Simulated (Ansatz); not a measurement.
# Al₂Cu: a line through a two-coordinate scan

How does the energy of Al2Cu (Fm-3m, No. 225; 3 atoms in the cell) vary with strain +e along z and -e/2 along x and y, at strain +e along x and -e along y = −1.33 %?

Program: Ansatz 0.2.0. Level of theory: DFT PBE, scalar-relativistic, plane waves, PAW. These are calculated values, not measurements.

1 further run of the same task is left out (set aside as unsound or not needed). Runs told in other sessions of the task aren't counted.

### 1 The starting structure

Symmetry: Fm-3m, No. 225, cubic system. The conventional cell has a = 5.783 Å, b = 5.783 Å, c = 5.783 Å, α = 90.00°, β = 90.00°, γ = 90.00°. Al (site symmetry -43m) has 4 Cu at 2.50 Å in its first shell of neighbours. Around Cu (site symmetry m-3m) lie 8 Al at 2.50 Å.

Structure file:

```xyz
3
Lattice="-2.0446 2.0446 2.8914 2.0446 -2.0446 2.8914 2.0446 2.0446 -2.8914" Properties=species:S:1:pos:R:3 pbc="T T T"
Al    0.0000    2.0446    1.4457
Al    2.0446    0.0000    1.4457
Cu    0.0000    0.0000    2.8914
```

It goes back to an entry of the Materials Project, which need not be the stable form.

It is the result of an earlier relaxation at this level (volume 16.12 Å³/atom; gap on the mesh: none (metal)).

### 2 The scan

The energy is mapped over two homogeneous strains; x, y and z are the crystal's own axes (z along the conventional c), which in the input's Cartesian frame point along (0.71, 0.71, 0.00), (-0.71, 0.71, 0.00), (0.00, 0.00, 1.00).

- strain +e along x and -e along y: 7 values from −4.00 to 4.00 %
- strain +e along z and -e/2 along x and y: 7 values from −7.00 to 7.00 %

Nothing else is relaxed (symmetry fixes all fractional coordinates). Energies count from the relaxed crystal. Points are written as (first, second).

### 3 Grid point (−1.33 %, −7.00 %)

File input.yaml:

```yaml
crystal:
  lattice:
    - [-2.1433546855, 2.1433546855, 2.6890032877]
    - [2.1433546855, -2.1433546855, 2.6890032877]
    - [2.0889683127, 2.0889683127, -2.6890032877]
  atoms:
    - { symbol: Al, position: [0.75, 0.25, 0.5] }
    - { symbol: Al, position: [0.25, 0.75, 0.5] }
    - { symbol: Cu, position: [0.5, 0.5, 0.0] }
basis:
  ecutwfc: 520.0
kpoints:
  mp_grid: { grid: [14, 14, 14] }
hamiltonian:
  xc: pbe
  pseudopotentials: { kind: paw, azcp: { folder: soft_1 } }
scf:
  occupations: { method: gaussian, width: 0.15 }
output:
  forces: true
  stress: true
  eigenvalues: true
```

Launch:

```console
ansatz run input.yaml --threads 2 --pin off --max-ram 4096MiB --backend cpu --events-out ev --progress --plain --runs-dir out
```

Standard output (excerpt; [...] marks lines left out):

```text
Warning: RAYON_NUM_THREADS=2 ignored (pool sized by the plan → 2); use --threads N
[...]
Pseudopotentials: kind: paw
Pseudopotential: Al, paw, valence charge 3, recommended cutoff 420 eV (normal), <dir>
Pseudopotential: Cu, paw, valence charge 19, recommended cutoff 420 eV (normal), <dir>
Functional definition: PBE
[...]
Crystal: 3 atoms, lattice volume = 48.159 Å³
Basis set: ecut = 520 eV, 1313 PW (Γ), exchange–correlation on 64×64×60 points (8 copies of the dense FFT grid, shifted against one another)
Bands: 17, of which v1, the nominal top of the filled ones, is band 13 counted from 1 (12 counted from 0)
Symmetry: 8 space group operations
Space group: Fmmm (ITA 69), of the structure as read, at distance tolerance 3.6e-5 Å
k-points: 428 of 2744
[...]
SCF iter   1: F=—  HF=-7704.066458 eV  |F-HF|=—  |Δ(HF+E_count)|=         —  Δρ=3.29e-1  dr2=3.61e1  ethr=3.10e-3  ⟨swp⟩=5.2  Hψ=35245  notcnv=0
[...]
SCF iter   9: F=-7700.629542 eV  HF=-7700.629542 eV  |F-HF|=1.35e-8  |Δ(HF+E_count)|=   5.44e-7  Δρ=9.09e-6  dr2=7.96e-8  ethr=4.00e-10  ⟨swp⟩=6.2  Hψ=35783  notcnv=0
[...]
SCF converged after 9 iterations
Free energy (F): -7700.629542 eV
[...]
E sigma→0 (E₀):  -7700.623881 eV
Entropy (-TS):   -0.011323 eV (-3.774 meV/atom)
Fermi energy:    9.021252 eV
[...]
--- Forces (eV/Å), atoms counted from 1 ---
  atom   1  Al     0.00000000     0.00000000     0.00000000
  atom   2  Al    -0.00000000    -0.00000000     0.00000000
  atom   3  Cu     0.00000000     0.00000000     0.00000000
[...]
--- Stress (GPa, compression-positive) ---
       -2.583198       0.728535       0.000000
        0.728535      -2.583198       0.000000
        0.000000       0.000000       8.973993
  P = ⅓ Tr σ = 1.2692 GPa (12.692 kbar)
--- Band table (eV; the first three rows and the last of 428) ---
  k-point 0: bands = ["-104.7414", "-62.1114", "-62.0977", "-62.0557", "-1.1254", "4.5324", "4.6273", "4.6483", "5.0626", "5.2303", "11.1755", "11.5687", "11.8186", "12.2268", "12.4466", "12.5041", "13.2041"]
[...]
```

Run time: 28 s. Hardware: 2 threads of Arm Neoverse N1, shared host; peak memory 0.62 GiB.

On the map this point reads 40.8 meV/atom.

### 4 The run at (−1.33 %, −4.67 %)

input.yaml: that of step 3 with these lines changed.

```diff
@@ -2,5 +2,5 @@
   lattice:
-    - [-2.1433546855, 2.1433546855, 2.6890032877]
-    - [2.1433546855, -2.1433546855, 2.6890032877]
-    - [2.0889683127, 2.0889683127, -2.6890032877]
+    - [-2.1195350899, 2.1195350899, 2.7563729399]
+    - [2.1195350899, -2.1195350899, 2.7563729399]
+    - [2.065148717, 2.065148717, -2.7563729399]
   atoms:
@@ -22 +22,5 @@
   eigenvalues: true
+  write_density: true
+  write_potential: true
+  elf: true
+  volumetric_format: npy
```

Launch:

```console
ansatz run input.yaml --threads 2 --pin off --max-ram 4096MiB --backend cpu --events-out ev --progress --plain --runs-dir out
```

Standard output (excerpt; [...] marks lines left out):

```text
[...]
SCF converged after 10 iterations
Free energy (F): -7700.698278 eV
[...]
E sigma→0 (E₀):  -7700.692943 eV
Entropy (-TS):   -0.010670 eV (-3.557 meV/atom)
Fermi energy:    9.007273 eV
[...]
--- Forces (eV/Å), atoms counted from 1 ---
  atom   1  Al     0.00000000     0.00000000     0.00000000
  atom   2  Al    -0.00000000     0.00000000    -0.00000000
  atom   3  Cu     0.00000000     0.00000000     0.00000000
[...]
--- Stress (GPa, compression-positive) ---
       -1.874273       0.882583      -0.000000
        0.882583      -1.874273      -0.000000
       -0.000000      -0.000000       5.424922
  P = ⅓ Tr σ = 0.5588 GPa (5.588 kbar)
--- Band table (eV; the first three rows and the last of 428) ---
  k-point 0: bands = ["-104.7776", "-62.1428", "-62.1291", "-62.0999", "-1.1293", "4.5152", "4.5749", "4.5975", "5.0547", "5.1733", "11.3901", "11.6255", "11.8561", "12.0361", "12.2510", "12.3184", "13.1207"]
[...]
```

Wall time 40 s (2 threads of Arm Neoverse N1, shared host); peak memory 0.61 GiB.

The maps below are laid out on this run's own conventional cell (a, b, c = 5.513, 5.841, 5.995 Å).

Density in a lattice plane of the grid's cell (edges 5.51 and 5.99 Å, at 0.250 of the third edge), which holds Al.

Ten even steps from '0' (0.06 e/Å³) to '9' (0.23 e/Å³):
```
5567777776555677777765
6678888887666788888876
8888644688888886446888
9996211269999962112699
9995100159999951001599
9996211269999962112699
8888644688888886446888
6678888887666788888876
5567777776555677777765
5556677665555566776655
5567777776555677777765
6678888887666788888876
8888644688888886446888
9996211269999962112699
9995100159999951001599
9996211269999962112699
8888644688888886446888
6678888887666788888876
5567777776555677777765
5556677665555566776655
```
Columns run along the first of these edges and rows up along the second, over one cell in 22 and 20 even steps from the bottom left corner. Atoms in the plane (fractional): Al at (0.25, 0.25), Al at (0.75, 0.75), Al at (0.25, 0.75), Al at (0.75, 0.25).

ELF in the same plane.

Ten even steps from '0' (0.05) to '9' (0.70):
```
4567888876545678888765
6678777787666787777876
8887322378888873223788
9984000048999840000489
9972055027999720550279
9984000048999840000489
8887322378888873223788
6678777787666787777876
4567888876545678888765
4456788765444567887654
4567888876545678888765
6678777787666787777876
8887322378888873223788
9984000048999840000489
9972055027999720550279
9984000048999840000489
8887322378888873223788
6678777787666787777876
4567888876545678888765
4456788765444567887654
```
Columns run along the first of these edges and rows up along the second, over one cell in 22 and 20 even steps from the bottom left corner. Atoms in the plane (fractional): Al at (0.25, 0.25), Al at (0.75, 0.75), Al at (0.25, 0.75), Al at (0.75, 0.25).

Both are smooth fields of the valence electrons: close to the nuclei they are not physical.

Outside the cores ELF peaks at 0.71 on the Al–Al line, 1.2 Å from Al; 0.70 on the Al–Cu line, 0.9 Å from Al.

Energy on the map's scale: 17.9 meV/atom.

### 5 Grid point (−1.33 %, −2.33 %)

input.yaml: that of step 4 with these lines changed.

```diff
@@ -2,5 +2,5 @@
   lattice:
-    - [-2.1195350899, 2.1195350899, 2.7563729399]
-    - [2.1195350899, -2.1195350899, 2.7563729399]
-    - [2.065148717, 2.065148717, -2.7563729399]
+    - [-2.0956132642, 2.0956132642, 2.8240317323]
+    - [2.0956132642, -2.0956132642, 2.8240317323]
+    - [2.0412268914, 2.0412268914, -2.8240317323]
   atoms:
@@ -22,5 +22 @@
   eigenvalues: true
-  write_density: true
-  write_potential: true
-  elf: true
-  volumetric_format: npy
```

Launch:

```console
ansatz run input.yaml --threads 2 --pin off --max-ram 4096MiB --backend cpu --events-out ev --progress --plain --runs-dir out
```

Standard output (excerpt; [...] marks lines left out):

```text
[...]
SCF converged after 9 iterations
Free energy (F): -7700.736395 eV
[...]
E sigma→0 (E₀):  -7700.731378 eV
Entropy (-TS):   -0.010034 eV (-3.345 meV/atom)
Fermi energy:    8.999607 eV
[...]
--- Forces (eV/Å), atoms counted from 1 ---
  atom   1  Al     0.00000000    -0.00000000     0.00000000
  atom   2  Al     0.00000000     0.00000000     0.00000000
  atom   3  Cu     0.00000000     0.00000000     0.00000000
[...]
--- Stress (GPa, compression-positive) ---
       -0.949235       1.029782      -0.000000
        1.029782      -0.949235      -0.000000
        0.000000      -0.000000       2.411084
  P = ⅓ Tr σ = 0.1709 GPa (1.709 kbar)
--- Band table (eV; the first three rows and the last of 428) ---
  k-point 0: bands = ["-104.7972", "-62.1565", "-62.1427", "-62.1308", "-1.1311", "4.5168", "4.5395", "4.5637", "5.0618", "5.1302", "11.6250", "11.6972", "11.8697", "11.9117", "12.0659", "12.1574", "13.0716"]
[...]
```

It took 29 s on 2 threads of Arm Neoverse N1, shared host; peak memory 0.63 GiB.

On the map this point reads 5.2 meV/atom.

### 6 The run at (−1.33 %, 0.00 %)

input.yaml: that of step 5 with these lines changed.

```diff
@@ -2,5 +2,5 @@
   lattice:
-    - [-2.0956132642, 2.0956132642, 2.8240317323]
-    - [2.0956132642, -2.0956132642, 2.8240317323]
-    - [2.0412268914, 2.0412268914, -2.8240317323]
+    - [-2.0717936686, 2.0717936686, 2.8914013846]
+    - [2.0717936686, -2.0717936686, 2.8914013846]
+    - [2.0174072958, 2.0174072958, -2.8914013846]
   atoms:
```

Launch:

```console
ansatz run input.yaml --threads 2 --pin off --max-ram 4096MiB --backend cpu --events-out ev --progress --plain --runs-dir out
```

Standard output (excerpt; [...] marks lines left out):

```text
Warning: RAYON_NUM_THREADS=2 ignored (pool sized by the plan → 2); use --threads N
[...]
Pseudopotentials: kind: paw
Pseudopotential: Al, paw, valence charge 3, recommended cutoff 420 eV (normal), <dir>
Pseudopotential: Cu, paw, valence charge 19, recommended cutoff 420 eV (normal), <dir>
Functional definition: PBE
[...]
Crystal: 3 atoms, lattice volume = 48.340 Å³
Basis set: ecut = 520 eV, 1311 PW (Γ), exchange–correlation on 64×64×64 points (8 copies of the dense FFT grid, shifted against one another)
Bands: 17, of which v1, the nominal top of the filled ones, is band 13 counted from 1 (12 counted from 0)
Symmetry: 8 space group operations
Space group: Fmmm (ITA 69), of the structure as read, at distance tolerance 3.6e-5 Å
k-points: 428 of 2744
[...]
SCF iter   1: F=—  HF=-7704.124043 eV  |F-HF|=—  |Δ(HF+E_count)|=         —  Δρ=3.25e-1  dr2=3.53e1  ethr=3.10e-3  ⟨swp⟩=5.0  Hψ=34991  notcnv=0
[...]
SCF iter   9: F=-7700.747379 eV  HF=-7700.747379 eV  |F-HF|=3.93e-8  |Δ(HF+E_count)|=   6.44e-7  Δρ=8.56e-6  dr2=6.98e-8  ethr=4.00e-10  ⟨swp⟩=6.4  Hψ=34287  notcnv=0
[...]
SCF converged after 9 iterations
Free energy (F): -7700.747379 eV
[...]
E sigma→0 (E₀):  -7700.742193 eV
Entropy (-TS):   -0.010372 eV (-3.457 meV/atom)
Fermi energy:    8.994645 eV
[...]
--- Forces (eV/Å), atoms counted from 1 ---
  atom   1  Al    -0.00000000     0.00000000     0.00000000
  atom   2  Al     0.00000000    -0.00000000     0.00000000
  atom   3  Cu     0.00000000     0.00000000    -0.00000000
[...]
--- Stress (GPa, compression-positive) ---
        0.104423       1.186425       0.000000
        1.186425       0.104423       0.000000
        0.000000       0.000000      -0.020452
  P = ⅓ Tr σ = 0.0628 GPa (0.628 kbar)
--- Band table (eV; the first three rows and the last of 428) ---
  k-point 0: bands = ["-104.8032", "-62.1562", "-62.1494", "-62.1422", "-1.1316", "4.5197", "4.5332", "4.5457", "5.0715", "5.1090", "11.7270", "11.7838", "11.8753", "11.8882", "11.9852", "12.0209", "13.0558"]
[...]
```

Run time: 27 s. Hardware: 2 threads of Arm Neoverse N1, shared host; peak memory 0.63 GiB.

That is 1.6 meV/atom from the zero.

### 7 Point (−1.33 %, 2.33 %)

input.yaml: that of step 6 with these lines changed.

```diff
@@ -2,5 +2,5 @@
   lattice:
-    - [-2.0717936686, 2.0717936686, 2.8914013846]
-    - [2.0717936686, -2.0717936686, 2.8914013846]
-    - [2.0174072958, 2.0174072958, -2.8914013846]
+    - [-2.047974073, 2.047974073, 2.9587710369]
+    - [2.047974073, -2.047974073, 2.9587710369]
+    - [1.9935877002, 1.9935877002, -2.9587710369]
   atoms:
```

Launch:

```console
ansatz run input.yaml --threads 2 --pin off --max-ram 4096MiB --backend cpu --events-out ev --progress --plain --runs-dir out
```

Standard output (excerpt; [...] marks lines left out):

```text
[...]
SCF converged after 9 iterations
Free energy (F): -7700.736023 eV
[...]
E sigma→0 (E₀):  -7700.730955 eV
Entropy (-TS):   -0.010137 eV (-3.379 meV/atom)
Fermi energy:    8.998430 eV
[...]
--- Forces (eV/Å), atoms counted from 1 ---
  atom   1  Al    -0.00000000    -0.00000000    -0.00000000
  atom   2  Al     0.00000000     0.00000000     0.00000000
  atom   3  Cu     0.00000000     0.00000000     0.00000000
[...]
--- Stress (GPa, compression-positive) ---
        1.193529       1.413372      -0.000000
        1.413372       1.193529      -0.000000
       -0.000000      -0.000000      -1.858140
  P = ⅓ Tr σ = 0.1763 GPa (1.763 kbar)
--- Band table (eV; the first three rows and the last of 428) ---
  k-point 0: bands = ["-104.7971", "-62.1555", "-62.1444", "-62.1299", "-1.1311", "4.5150", "4.5428", "4.5624", "5.0620", "5.1301", "11.6066", "11.7118", "11.8868", "11.9062", "12.0767", "12.1397", "13.0717"]
[...]
```

It took 29 s on 2 threads of Arm Neoverse N1, shared host; peak memory 0.63 GiB.

That is 5.4 meV/atom from the zero.

### 8 Grid point (−1.33 %, 4.67 %)

input.yaml: that of step 7 with these lines changed.

```diff
@@ -2,5 +2,5 @@
   lattice:
-    - [-2.047974073, 2.047974073, 2.9587710369]
-    - [2.047974073, -2.047974073, 2.9587710369]
-    - [1.9935877002, 1.9935877002, -2.9587710369]
+    - [-2.0240522474, 2.0240522474, 3.0264298293]
+    - [2.0240522474, -2.0240522474, 3.0264298293]
+    - [1.9696658745, 1.9696658745, -3.0264298293]
   atoms:
```

Launch:

```console
ansatz run input.yaml --threads 2 --pin off --max-ram 4096MiB --backend cpu --events-out ev --progress --plain --runs-dir out
```

Standard output (excerpt; [...] marks lines left out):

```text
Warning: RAYON_NUM_THREADS=2 ignored (pool sized by the plan → 2); use --threads N
[...]
Pseudopotentials: kind: paw
Pseudopotential: Al, paw, valence charge 3, recommended cutoff 420 eV (normal), <dir>
Pseudopotential: Cu, paw, valence charge 19, recommended cutoff 420 eV (normal), <dir>
Functional definition: PBE
[...]
Crystal: 3 atoms, lattice volume = 48.262 Å³
Basis set: ecut = 520 eV, 1323 PW (Γ), exchange–correlation on 64×64×64 points (8 copies of the dense FFT grid, shifted against one another)
Bands: 17, of which v1, the nominal top of the filled ones, is band 13 counted from 1 (12 counted from 0)
Symmetry: 8 space group operations
Space group: Fmmm (ITA 69), of the structure as read, at distance tolerance 3.6e-5 Å
k-points: 428 of 2744
[...]
SCF iter   1: F=—  HF=-7704.110392 eV  |F-HF|=—  |Δ(HF+E_count)|=         —  Δρ=3.27e-1  dr2=3.56e1  ethr=3.10e-3  ⟨swp⟩=5.1  Hψ=35041  notcnv=0
[...]
SCF iter   9: F=-7700.704975 eV  HF=-7700.704975 eV  |F-HF|=2.50e-8  |Δ(HF+E_count)|=   5.85e-7  Δρ=8.62e-6  dr2=7.13e-8  ethr=4.00e-10  ⟨swp⟩=6.3  Hψ=35836  notcnv=0
[...]
SCF converged after 9 iterations
Free energy (F): -7700.704975 eV
[...]
E sigma→0 (E₀):  -7700.699799 eV
Entropy (-TS):   -0.010353 eV (-3.451 meV/atom)
Fermi energy:    9.012329 eV
[...]
--- Forces (eV/Å), atoms counted from 1 ---
  atom   1  Al     0.00000000     0.00000000     0.00000000
  atom   2  Al    -0.00000000     0.00000000     0.00000000
  atom   3  Cu    -0.00000000     0.00000000     0.00000000
[...]
--- Stress (GPa, compression-positive) ---
        2.369435       1.550460       0.000000
        1.550460       2.369435       0.000000
        0.000000      -0.000000      -3.354341
  P = ⅓ Tr σ = 0.4615 GPa (4.615 kbar)
--- Band table (eV; the first three rows and the last of 428) ---
  k-point 0: bands = ["-104.7807", "-62.1517", "-62.1214", "-62.1077", "-1.1299", "4.5245", "4.5533", "4.6033", "5.0520", "5.1723", "11.5059", "11.5277", "11.8115", "12.0077", "12.1875", "12.4188", "13.1185"]
[...]
```

It took 29 s on 2 threads of Arm Neoverse N1, shared host; peak memory 0.63 GiB.

On the map this point reads 15.7 meV/atom.

### 9 Point (−1.33 %, 7.00 %)

input.yaml: that of step 8 with these lines changed.

```diff
@@ -2,5 +2,5 @@
   lattice:
-    - [-2.0240522474, 2.0240522474, 3.0264298293]
-    - [2.0240522474, -2.0240522474, 3.0264298293]
-    - [1.9696658745, 1.9696658745, -3.0264298293]
+    - [-2.0002326517, 2.0002326517, 3.0937994815]
+    - [2.0002326517, -2.0002326517, 3.0937994815]
+    - [1.9458462789, 1.9458462789, -3.0937994815]
   atoms:
```

Launch:

```console
ansatz run input.yaml --threads 2 --pin off --max-ram 4096MiB --backend cpu --events-out ev --progress --plain --runs-dir out
```

Standard output (excerpt; [...] marks lines left out):

```text
Warning: RAYON_NUM_THREADS=2 ignored (pool sized by the plan → 2); use --threads N
[...]
Pseudopotentials: kind: paw
Pseudopotential: Al, paw, valence charge 3, recommended cutoff 420 eV (normal), <dir>
Pseudopotential: Cu, paw, valence charge 19, recommended cutoff 420 eV (normal), <dir>
Functional definition: PBE
[...]
Crystal: 3 atoms, lattice volume = 48.166 Å³
Basis set: ecut = 520 eV, 1291 PW (Γ), exchange–correlation on 64×64×64 points (8 copies of the dense FFT grid, shifted against one another)
Bands: 17, of which v1, the nominal top of the filled ones, is band 13 counted from 1 (12 counted from 0)
Symmetry: 8 space group operations
Space group: Fmmm (ITA 69), of the structure as read, at distance tolerance 3.6e-5 Å
k-points: 428 of 2744
[...]
SCF iter   1: F=—  HF=-7704.095375 eV  |F-HF|=—  |Δ(HF+E_count)|=         —  Δρ=3.28e-1  dr2=3.60e1  ethr=3.10e-3  ⟨swp⟩=5.1  Hψ=35172  notcnv=0
[...]
SCF iter   9: F=-7700.657677 eV  HF=-7700.657677 eV  |F-HF|=1.89e-8  |Δ(HF+E_count)|=   5.21e-7  Δρ=8.54e-6  dr2=6.95e-8  ethr=4.00e-10  ⟨swp⟩=6.3  Hψ=35857  notcnv=0
[...]
SCF converged after 9 iterations
Free energy (F): -7700.657677 eV
[...]
E sigma→0 (E₀):  -7700.652774 eV
Entropy (-TS):   -0.009806 eV (-3.269 meV/atom)
Fermi energy:    9.025137 eV
[...]
--- Forces (eV/Å), atoms counted from 1 ---
  atom   1  Al    -0.00000000    -0.00000000    -0.00000000
  atom   2  Al     0.00000000     0.00000000     0.00000000
  atom   3  Cu     0.00000000     0.00000000    -0.00000000
[...]
--- Stress (GPa, compression-positive) ---
        3.551057       1.725689      -0.000000
        1.725689       3.551057      -0.000000
       -0.000000      -0.000000      -4.414650
  P = ⅓ Tr σ = 0.8958 GPa (8.958 kbar)
--- Band table (eV; the first three rows and the last of 428) ---
  k-point 0: bands = ["-104.7535", "-62.1367", "-62.0877", "-62.0752", "-1.1284", "4.5482", "4.5776", "4.6554", "5.0514", "5.2267", "11.3290", "11.4250", "11.7362", "12.1458", "12.3167", "12.7097", "13.1946"]
[...]
```

Wall time 27 s (2 threads of Arm Neoverse N1, shared host); peak memory 0.63 GiB.

Energy on the map's scale: 31.5 meV/atom.

### 10 Results

```
strain +e along z and -e/2 along x and y (%)  step  energy (meV/atom)  slope (meV/atom per %)  pressure (GPa)
                                       −7.00     3               40.8                   −12.2            1.27
                                       −4.67     4               17.9                    −7.5            0.56
                                       −2.33     5                5.2                    −3.4            0.17
                                        0.00     6                1.6                     0.1            0.06
                                        2.33     7                5.4                     3.1            0.18
                                        4.67     8               15.7                     5.7            0.46
                                        7.00     9               31.5                     7.8            0.90
```

Energies count from the relaxed crystal. Slopes come from the forces (and the stress, where the cell changes), not from differences of energies.

**Reading.** The lowest point computed on the line is at 0.00 %, 1.6 meV/atom from the zero. A fit to energies and slopes at the lowest point and its two neighbours puts the minimum at −0.105 %, with a curvature of about 1.4 meV/atom per %². Divided by the reference volume, that is a stiffness of about 140 GPa for this pattern of strain. The highest point computed, at −7.00 %, lies 39.3 meV/atom above the lowest. This is one cut through a surface in two coordinates; the map's lowest point lies off it.
